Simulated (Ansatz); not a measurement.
The system is BeS.

```
S Be
1.0
     0.00000    2.42500    2.42500
     2.42500    0.00000    2.42500
     2.42500    2.42500    0.00000
S Be
1 1
Direct
  0.75000 0.75000 0.75000
  0.00000 0.00000 0.00000
```

Base run:

```yaml
Program: Ansatz 0.2.0
Functional: PBEsol
Potentials_or_basis: all-electron LAPW, scalar-relativistic
Cutoff: 225 eV (chosen from the basis error)
Basis_error_allowed: 0.001 eV/atom
k_mesh: 9 × 9 × 9
Occupations: fermi-dirac, width 0.05 eV
Spin: no spin polarisation
```

Its results: band gap on the k mesh 3.02 eV, indirect (least direct gap 5.59 eV); pressure -0.8 GPa.

Problem. The run is repeated on the same cell with these changes: functional from PBEsol to LDA. What comes out?

Solution. Band gap on the k mesh 3.00 eV, indirect (least direct gap 5.52 eV); pressure -3.2 GPa.

LDA binds more tightly than PBEsol, so the same cell stands under less pressure.

Caveats: an odd mesh through Γ misses points on the zone boundary, where band edges often lie (some runs); the mesh misses the band edges, which the band path finds closer together (some runs).
